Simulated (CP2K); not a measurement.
Ag:

```
Ag
1.0
     2.88888    0.00000    0.00000
     1.44444    2.50185    0.00000
     1.44444    0.83395    2.35876
Ag
1
Direct
  0.00000 0.00000 0.00000
```

Base run:

- Program: CP2K 2026.2
- Functional: PBE
- Potentials or basis: POTENTIAL_UZH Ag GTH-SCAN-q11; DZVP-MOLOPT-SR-GTH basis
- Density cutoff: 6123 eV
- k mesh: 11 × 11 × 11
- Occupations: fermi-dirac, width 0.05 eV
- Spin: no spin polarisation

Its results: band gap on the k mesh none (metal or under the smearing width); pressure 9.6 GPa.

**Question.** After a change of settings the same cell gave: band gap on the k mesh none (metal or under the smearing width); pressure 5.7 GPa. Which change was it?
A. potentials or basis from POTENTIAL_UZH Ag GTH-SCAN-q11; DZVP-MOLOPT-SR-GTH basis to GTH_POTENTIALS Ag GTH-PADE-q11; DZVP-MOLOPT-SR-GTH basis; potentials from Ag GTH-SCAN-q11 of POTENTIAL_UZH to Ag GTH-PADE-q11 of GTH_POTENTIALS
B. potentials or basis from POTENTIAL_UZH Ag GTH-SCAN-q11; DZVP-MOLOPT-SR-GTH basis to GTH_POTENTIALS Ag GTH-PBE-q11; DZVP-MOLOPT-SR-GTH basis; potentials from Ag GTH-SCAN-q11 of POTENTIAL_UZH to Ag GTH-PBE-q11 of GTH_POTENTIALS
C. potentials or basis from POTENTIAL_UZH Ag GTH-SCAN-q11; DZVP-MOLOPT-SR-GTH basis to GTH_POTENTIALS Ag GTH-BLYP-q11; DZVP-MOLOPT-SR-GTH basis; potentials from Ag GTH-SCAN-q11 of POTENTIAL_UZH to Ag GTH-BLYP-q11 of GTH_POTENTIALS
D. potentials or basis from POTENTIAL_UZH Ag GTH-SCAN-q11; DZVP-MOLOPT-SR-GTH basis to POTENTIAL_UZH Ag GTH-PBE0-q11; DZVP-MOLOPT-SR-GTH basis; potentials from Ag GTH-SCAN-q11 of POTENTIAL_UZH to Ag GTH-PBE0-q11 of POTENTIAL_UZH

**Answer.** B.

Caveats: the basis of atomic orbitals isn't converged, which shifts pressures, moduli and gaps; the potentials were made for another functional, which shifts forces and pressure (some runs).
